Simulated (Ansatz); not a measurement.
# AlAs (F-43m): converging a phonon calculation, part 3 of 4

Wanted: convergence of the phonons of AlAs (F-43m) against cost.

Ansatz 0.2.0; DFT PBE, scalar-relativistic, plane waves, PAW.

So far. Step 10 (Another k mesh, k-mesh 6×6×6, q mesh 2×2×2): The highest optical mode at the zone centre (no LO-TO term) is 345.7 cm⁻¹, +0.2 cm⁻¹ against the base run. Step 11 (Another k mesh, q mesh 2×2×2): The highest optical mode at the zone centre (no LO-TO term) is 345.5 cm⁻¹, +0.0 cm⁻¹ against the base run. The relaxed cell has a = 5.728 Å (conventional setting).

## 12. Another k mesh, k-mesh 12×12×12, q mesh 2×2×2

The k mesh is changed to 12×12×12 on a small fixed q mesh, to find the coarsest that serves.

Contents of input.yaml:

```yaml
crystal:
  lattice:
    - [0.0, 2.8641712014, 2.8641712014]
    - [2.8641712014, 0.0, 2.8641712014]
    - [2.8641712014, 2.8641712014, 0.0]
  atoms:
    - { symbol: Al, position: [0.0, 0.0, 0.0] }
    - { symbol: As, position: [0.25, 0.25, 0.25] }
kpoints:
  mp_grid: { grid: [12, 12, 12] }
hamiltonian:
  xc: pbe
scf:
  occupations: { method: fixed }
output:
  eigenvalues: true
phonons:
  method: dfpt
  dielectric: true
  rigid_motions: translations
  qmesh: [2, 2, 2]
  temperatures: { t_max: 1000, t_step: 50 }
  qpath:
    path:
      - [[0.0, 0.0, 0.0], [-0.5, -0.5, 0.0], [-0.375, -0.375, 0.25]]
      - [[-0.375, 0.0, 0.375], [0.0, 0.0, 0.0], [0.0, 0.0, 0.5], [-0.5, -0.25, 0.25], [-0.5, -0.5, 0.0]]
    npoints: 10
```

On the command line:

```console
$ ansatz run input.yaml --threads 4 --pin off --max-ram 7168MiB --backend cpu --events-out ev --progress --plain --runs-dir out
```

Numbers of over 12 decimals in the logs are rounded to 6 here.

Output:

```text
[...]
Crystal: 2 atoms, lattice volume = 46.992 Å³
Basis set: ecut = 420 eV, 941 PW (Γ), exchange–correlation on 60×60×60 points (8 copies of the dense FFT grid, shifted against one another)
Bands: 13, of which v1, the nominal top of the filled ones, is band 9 counted from 1 (8 counted from 0)
Symmetry: 24 space group operations
[...]
optical modes at Γ + LO–TO along q̂ = [0.0000, 1.0000, 0.0000]:
      ω (cm⁻¹)  modes    IR ((D/Å)²/amu)
        345.47      2            10.8724
        381.21      1             5.4362
  optical modes at Γ + LO–TO along q̂ = [0.0000, 0.0000, 1.0000]:
      ω (cm⁻¹)  modes    IR ((D/Å)²/amu)
        345.47      2            10.8724
        381.21      1             5.4362
--- Phonons (arbitrary-q DFPT): 3 irreducible q on the 2×2×2 mesh ---
[...]
interpolated dispersion: 63 rows × 6 modes
[...]
[key lines of the parts left out:]
SCF converged after 7 iterations
Free energy (F): -5394.616054 eV
Fermi energy:    5.982864 eV
```

Wall time 69 s (4 threads of Arm Neoverse V1, shared host); peak memory 1.1 GiB.

Frequencies (cm⁻¹) solved at each irreducible wavevector; negative means imaginary. Frequencies by wavevector, by row:

```
q in reciprocal lattice units  star  mode 1  mode 2  mode 3  mode 4  mode 5  mode 6
                        0 0 0     1       0       0       0   345.5   345.5   345.5
                     0 0 -0.5     4    73.4    73.4   204.4   333.2   333.2   353.4
                  0 -0.5 -0.5     3    97.9    97.9   206.8   314.9   314.9   375.7
```

The highest optical mode at the zone centre (no LO-TO term) is 345.5 cm⁻¹, -0.0 cm⁻¹ against the base run.

The log warns of the k mesh: “the force constants stand on the 12×12×12 k-mesh, whose period is 13.28 times the interband length at k = (0.0000, 0.0000, 0.0000), direct gap 1.776 eV, under 14: take them and everything formed from them as unconverged”.

## 13. Comparing the runs

Times are for 4 threads of Arm Neoverse V1, shared host. Results by setting:

```
no.    k-mesh  lowest mode on the q mesh (acoustic modes at Γ apart) (cm⁻¹)  highest frequency on the path or at a solved wavevector (cm⁻¹)  time  memory (GiB)
  1     6×6×6                                                         73.07                                                           381.4  16 s          0.52
  2     8×8×8                                                         73.31                                                           381.3  27 s          0.65
  3  12×12×12                                                         73.38                                                           381.2  69 s           1.1
```

The runs together. Table of phonon density of states by wavenumber; read off at these points; values in 1/cm⁻¹/cell:

```
wavenumber (cm⁻¹)    6×6×6    8×8×8  12×12×12
                2   1.0e-5   1.0e-5    1.0e-5
               12   3.4e-4   3.3e-4    3.3e-4
               22  0.00124  0.00123   0.00123
               32  0.00277  0.00275   0.00274
               42  0.00504    0.005   0.00499
               52  0.00848  0.00843   0.00841
               62   0.0141    0.014    0.0140
               72   0.0282   0.0279    0.0278
               82   0.0329   0.0333    0.0333
               92   0.0327   0.0331    0.0332
              108   0.0196   0.0195    0.0196
              118   0.0158   0.0158    0.0158
              128   0.0174   0.0175    0.0175
              138   0.0193   0.0190    0.0190
              148  0.00425  0.00409   0.00406
              158  0.00504  0.00504   0.00504
              168  0.00701    0.007   0.00699
              178   0.0107   0.0106    0.0106
              188   0.0209   0.0205    0.0204
              192   0.0500   0.0476    0.0471
              198   0.0328   0.0353    0.0358
              208   4.4e-4   6.8e-4    7.4e-4
              218        0        0         0
              228        0        0         0
              238        0        0         0
              248        0        0         0
              258        0        0         0
              268        0        0         0
              278        0        0         0
              292        0        0         0
              302        0        0         0
              312  0.00104   2.3e-4    1.0e-4
              322   0.0637   0.0648    0.0651
              332    0.122    0.122     0.122
              342   0.0207   0.0206    0.0204
              352   0.0569   0.0592    0.0599
              362   0.0301   0.0300    0.0300
              372   0.0261   0.0260    0.0260
              382  0.00174  0.00132   0.00119
```

The runs together, line C_V. Table of C_V, 6×6×6 = 8×8×8 = 12×12×12 by temperature:

```
temperature (K)  C_V, 6×6×6 = 8×8×8 = 12×12×12 (J/mol-atom/K)
              0                                             0
             50                                          5.63
            100                                          11.9
            150                                          16.5
            200                                          19.4
            250                                          21.1
            300                                          22.1
            350                                          22.8
            400                                          23.3
            450                                          23.6
            500                                          23.8
            550                                          24.0
            600                                          24.2
            650                                          24.3
            700                                          24.4
            750                                          24.4
            800                                          24.5
            850                                          24.6
            900                                          24.6
            950                                          24.6
           1000                                          24.7
```

## 14. Another cutoff, cutoff 170 eV, q mesh 2×2×2

The cutoff is set to 170 eV on a small fixed q mesh.

input.yaml: that of step 12 with these lines changed.

```diff
@@ -9,3 +9,3 @@
 kpoints:
-  mp_grid: { grid: [12, 12, 12] }
+  mp_grid: { grid: [8, 8, 8] }
 hamiltonian:
@@ -18,4 +18,2 @@
   method: dfpt
-  dielectric: true
-  rigid_motions: translations
   qmesh: [2, 2, 2]
@@ -27 +25,3 @@
     npoints: 10
+basis:
+  ecutwfc: 170
```

Output:

```text
Warning: basis.ecutwfc = 170 eV is below the records' recommended 420 eV, and the density's cutoff is lower with it unless basis.ecutrho_ratio is high enough to keep the records' density cutoff: compare with a run at a higher cutoff
[...]
Crystal: 2 atoms, lattice volume = 46.992 Å³
Basis set: ecut = 170 eV, 259 PW (Γ), exchange–correlation on 36×36×36 points (8 copies of the dense FFT grid, shifted against one another)
Bands: 13, of which v1, the nominal top of the filled ones, is band 9 counted from 1 (8 counted from 0)
Symmetry: 24 space group operations
k-points: 29 of 512 (time reversal used)
[...]
SCF iter   1: F=—  HF=-5385.281126 eV  |F-HF|=—  |Δ(HF+E_count)|=         —  Δρ=3.01e-2  dr2=2.28e-1  ethr=1.77e-3  ⟨swp⟩=4.0  Hψ=1709  notcnv=0  defer=25
[...]
SCF iter   8: F=-5382.147364 eV  HF=-5382.147364 eV  |F-HF|=0.00e0  |Δ(HF+E_count)|=  1.26e-10  Δρ=5.05e-8  dr2=1.08e-12  ethr=1.00e-12  ⟨swp⟩=4.9  Hψ=1983  notcnv=0
SCF 1 converged in 8 iterations: F = -5382.147364 eV  dr2 = 1.08e-12
[...]
k-points: 95 of 512 (irreducible under 4 space group operations, time reversal used)
[...]
SCF iter   1: F=—  HF=-5382.147363 eV  |F-HF|=—  |Δ(HF+E_count)|=         —  Δρ=2.14e-7  dr2=4.20e-11  ethr=6.12e-8  ⟨swp⟩=3.0  Hψ=8869  notcnv=0  defer=165
eigensolver tolerance schedule: the retry pair's looser diagonalisation over-reported the residual by 262229.71 of it (diagonalisation noise at an unbounded share of the residual, at the tolerance the schedule requests for it); recorded, not acted on — ethr = c·dr2/N_el stays at c = 1.0e-1
[...]
SCF iter   2: F=—  HF=-5382.147364 eV  |F-HF|=—  |Δ(HF+E_count)|=   5.21e-7  Δρ=2.28e-7  dr2=4.95e-11  ethr=1.00e-12  ⟨swp⟩=5.4  Hψ=4688  notcnv=0
SCF iter   3: F=-5382.147364 eV  HF=-5382.147364 eV  |F-HF|=9.09e-12  |Δ(HF+E_count)|=  1.46e-11  Δρ=1.11e-7  dr2=1.17e-11  ethr=1.00e-12  ⟨swp⟩=1.0  Hψ=2850  notcnv=0
SCF 2 converged in 3 iterations: F = -5382.147364 eV  dr2 = 1.17e-11
[...]
Bands: 10, of which v1, the nominal top of the filled ones, is band 9 counted from 1 (8 counted from 0)
k-points: 110
[...]
Eigensolver: Dense (110 Hₖ)
SCF iter   1: F=—  HF=-5394.201990 eV  |F-HF|=—  |Δ(HF+E_count)|=         —  Δρ=2.87e-2  dr2=1.82e-1  ethr=1.00e-1
[...]
SCF iter   6: F=-5392.246059 eV  HF=-5392.246059 eV  |F-HF|=4.39e-8  |Δ(HF+E_count)|=   2.07e-6  Δρ=1.13e-5  dr2=3.64e-8  ethr=1.65e-8
SCF 1 converged in 6 iterations: F = -5392.246059 eV  dr2 = 3.64e-8
[...]
SCF converged after 8 iterations
Free energy (F): -5382.147364 eV
[...]
Internal energy: -5382.147364 eV  (E = F + TS)
E sigma→0 (E₀):  -5382.147364 eV
Fermi energy:    5.796924 eV
[...]
--- Band table (eV; the first three rows and the last of 29) ---
  k-point 0: bands = [... 5 lower, -5.9746, 5.7969, 5.7969, 5.7969, 7.2955, 10.5703, 10.5703, 10.5703]
  k-point 1: bands = [... 5 lower, -5.8279, 4.3717, 5.6696, 5.6696, 8.2667, 10.7586, 10.8491, 10.8491]
  k-point 2: bands = [... 5 lower, -5.4345, 2.5206, 5.4058, 5.4058, 8.3299, 11.1585, 11.1585, 12.1092]
  k-point 28: bands = [... 5 lower, -4.1680, 0.8738, 2.9161, 3.2924, 10.2536, 11.3738, 11.6994, 12.4004]
[...]
ASR residual: 7.706e-4 → 0.000e0 eV/Å²; symmetrization residual: 1.027e-5 eV/Å²
  ASR residual per site (eV/Å²): 7.71e-4 3.63e-4
  Γ frequencies (cm⁻¹): 0.00 0.00 0.00 336.49 336.49 336.49
  Unit cell's response to a homogeneous field: 3 representative field directions (Σ response iterations 15)
  ε∞ (high-frequency dielectric tensor):
        9.491311     0.000000    -0.000000
        0.000000     9.491311     0.000000
       -0.000000     0.000000     9.491311
  ε⁰ (static dielectric tensor): not given — the deck does not say what the cell's rigid motions are, and on a molecule in a box or a wire the rigid rotations would enter the sum over the modes at Γ. For a crystal or a slab, whose only rigid motions are the translations, set phonons.rigid_motions: translations.
  Born effective charges Z* (e; rows j = field, columns β = displacement):
    site 0:
         2.33488   -0.00000   -0.00000
        -0.00000    2.33488   -0.00000
        -0.00000    0.00000    2.33488
    site 1:
        -2.33488    0.00000    0.00000
         0.00000   -2.33488    0.00000
         0.00000   -0.00000   -2.33488
  Z* charge neutrality: 5.883e-2 e pre-enforcement
  solved inside a basis spanned on the 8×8×8 k-mesh, on 10×10×10 k-points transformed towards the longest dipole: ε∞ is read to err by 1.3e-1, Z* by 6.9e-2 e; Z* is corrected for what the basis lacks
  optical modes at Γ without the LO–TO term, one row a degenerate level:
      ω (cm⁻¹)  modes    IR ((D/Å)²/amu)
        336.49      3            19.0207
  optical modes at Γ + LO–TO along q̂ = [1.0000, 0.0000, 0.0000]:
      ω (cm⁻¹)  modes    IR ((D/Å)²/amu)
        336.49      2            12.6804
        378.87      1             6.3402
  optical modes at Γ + LO–TO along q̂ = [0.0000, 1.0000, 0.0000]:
      ω (cm⁻¹)  modes    IR ((D/Å)²/amu)
        336.49      2            12.6804
        378.87      1             6.3402
  optical modes at Γ + LO–TO along q̂ = [0.0000, 0.0000, 1.0000]:
      ω (cm⁻¹)  modes    IR ((D/Å)²/amu)
        336.49      2            12.6804
        378.87      1             6.3402
--- Phonons (arbitrary-q DFPT): 3 irreducible q on the 2×2×2 mesh ---
[...]
interpolated dispersion: 63 rows × 6 modes
[...]
```

It took 24 s on 4 threads; peak memory 0.72 GiB; 88 s of CPU time.

The run finished; it serves as a test, and its numbers are not taken as the result.

## 15. Another cutoff, cutoff 230 eV, q mesh 2×2×2

The cutoff is set to 230 eV on a small fixed q mesh.

input.yaml: that of step 14 with these lines changed.

```diff
@@ -26,2 +26,2 @@
 basis:
-  ecutwfc: 170
+  ecutwfc: 230
```

Output:

```text
[...]
Crystal: 2 atoms, lattice volume = 46.992 Å³
Basis set: ecut = 230 eV, 339 PW (Γ), exchange–correlation on 48×48×48 points (8 copies of the dense FFT grid, shifted against one another)
Bands: 13, of which v1, the nominal top of the filled ones, is band 9 counted from 1 (8 counted from 0)
Symmetry: 24 space group operations
k-points: 29 of 512 (time reversal used)
[...]
SCF iter   1: F=—  HF=-5393.175864 eV  |F-HF|=—  |Δ(HF+E_count)|=         —  Δρ=4.20e-3  dr2=6.11e-3  ethr=1.77e-3  ⟨swp⟩=4.0  Hψ=1769  notcnv=0  defer=20
[...]
SCF iter   8: F=-5392.939897 eV  HF=-5392.939897 eV  |F-HF|=9.09e-13  |Δ(HF+E_count)|=  1.64e-11  Δρ=3.46e-8  dr2=5.29e-13  ethr=1.00e-12  ⟨swp⟩=6.1  Hψ=1865  notcnv=0
SCF 1 converged in 8 iterations: F = -5392.939897 eV  dr2 = 5.29e-13
[...]
k-points: 95 of 512 (irreducible under 4 space group operations, time reversal used)
[...]
SCF iter   3: F=-5392.939897 eV  HF=-5392.939897 eV  |F-HF|=5.46e-12  |Δ(HF+E_count)|=  1.00e-11  Δρ=8.64e-8  dr2=7.07e-12  ethr=1.00e-12  ⟨swp⟩=1.0  Hψ=2850  notcnv=0
SCF 2 converged in 3 iterations: F = -5392.939897 eV  dr2 = 7.07e-12
[...]
Bands: 10, of which v1, the nominal top of the filled ones, is band 9 counted from 1 (8 counted from 0)
k-points: 110
[...]
Eigensolver: Dense (110 Hₖ)
SCF iter   1: F=—  HF=-5394.628939 eV  |F-HF|=—  |Δ(HF+E_count)|=         —  Δρ=3.70e-3  dr2=2.81e-3  ethr=1.00e-1
[...]
SCF iter   6: F=-5394.417192 eV  HF=-5394.417192 eV  |F-HF|=1.31e-9  |Δ(HF+E_count)|=   7.40e-8  Δρ=3.50e-6  dr2=2.88e-9  ethr=2.31e-9
SCF 1 converged in 6 iterations: F = -5394.417192 eV  dr2 = 2.88e-9
[...]
SCF converged after 8 iterations
Free energy (F): -5392.939897 eV
[...]
Internal energy: -5392.939897 eV  (E = F + TS)
E sigma→0 (E₀):  -5392.939897 eV
Fermi energy:    5.978813 eV
[...]
--- Band table (eV; the first three rows and the last of 29) ---
  k-point 0: bands = [... 5 lower, -5.7243, 5.9788, 5.9788, 5.9788, 7.6735, 10.3891, 10.3891, 10.3891]
  k-point 1: bands = [... 5 lower, -5.5835, 4.5328, 5.8215, 5.8215, 8.5171, 10.6302, 10.6302, 10.6485]
  k-point 2: bands = [... 5 lower, -5.1816, 2.6453, 5.5222, 5.5222, 8.4516, 10.9672, 10.9672, 12.2224]
  k-point 28: bands = [... 5 lower, -3.8556, 0.9668, 2.9475, 3.2955, 10.3071, 11.4593, 11.6100, 12.0882]
[...]
ASR residual: 1.406e-5 → 0.000e0 eV/Å²; symmetrization residual: 1.971e-6 eV/Å²
  ASR residual per site (eV/Å²): 3.34e-7 1.41e-5
  Γ frequencies (cm⁻¹): 0.00 0.00 0.00 353.51 353.51 353.51
[...]
ε∞ (high-frequency dielectric tensor):
        9.518311    -0.000000     0.000000
       -0.000000     9.518311     0.000000
        0.000000     0.000000     9.518311
[...]
Born effective charges Z* (e; rows j = field, columns β = displacement):
    site 0:
         2.17974    0.00000    0.00000
         0.00000    2.17974    0.00000
        -0.00000    0.00000    2.17974
    site 1:
        -2.17974   -0.00000   -0.00000
        -0.00000   -2.17974   -0.00000
         0.00000   -0.00000   -2.17974
  Z* charge neutrality: 7.585e-3 e pre-enforcement
[...]
optical modes at Γ without the LO–TO term, one row a degenerate level:
      ω (cm⁻¹)  modes    IR ((D/Å)²/amu)
        353.51      3            16.5770
  optical modes at Γ + LO–TO along q̂ = [1.0000, 0.0000, 0.0000]:
      ω (cm⁻¹)  modes    IR ((D/Å)²/amu)
        353.51      2            11.0513
        389.00      1             5.5257
  optical modes at Γ + LO–TO along q̂ = [0.0000, 1.0000, 0.0000]:
      ω (cm⁻¹)  modes    IR ((D/Å)²/amu)
        353.51      2            11.0513
        389.00      1             5.5257
  optical modes at Γ + LO–TO along q̂ = [0.0000, 0.0000, 1.0000]:
      ω (cm⁻¹)  modes    IR ((D/Å)²/amu)
        353.51      2            11.0513
        389.00      1             5.5257
--- Phonons (arbitrary-q DFPT): 3 irreducible q on the 2×2×2 mesh ---
[...]
interpolated dispersion: 63 rows × 6 modes
[...]
```

Elapsed: 37 s, on 4 threads; peak memory 0.88 GiB; 2.3 min of CPU time.

The run finished; it serves as a test, and its numbers are not taken as the result.

(Continued in part 4 of 4.)

[Logs are printed without paths, hosts, clocks, repeated set-up lines and the standing remarks that a program may print on its own settings, such as how far it seeks lower states.]

[Hosts, paths, dates, database ids (printed as entryN), source tags and the programs' standing remarks are cut or masked in the printed files.]
